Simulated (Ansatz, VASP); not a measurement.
## W in VASP and in Ansatz

```
W
1.0
     0.00000    2.93392    2.93392
     2.93392    0.00000    2.93392
     2.93392    2.93392    0.00000
W
2
Direct
  0.12500 0.12500 0.12500
  0.87500 0.87500 0.87500
```

Alike in both runs: task single point; functional r2SCAN; k mesh 11 × 11 × 11; occupations fermi-dirac, width 0.1 eV; no spin polarisation.

```csv
,VASP,Ansatz
version,VASP 6.6.1,Ansatz 0.2.0
potentials or method,"VASP PAW PBE potentials, release 64 (W_sv)","plane waves (500 eV) with PAW, scalar-relativistic"
plane-wave cutoff (eV),520,500
valence electrons in the cell,28,28
```

|  | VASP | Ansatz | Ansatz less VASP |
| --- | --- | --- | --- |
| pressure (GPa) | -3.9 | -4.5 | -0.64 |

Caveats: the PAW data sets were made with another functional, which shifts forces and pressure a little (VASP). Spin-orbit coupling is left out, which matters for the levels of W.
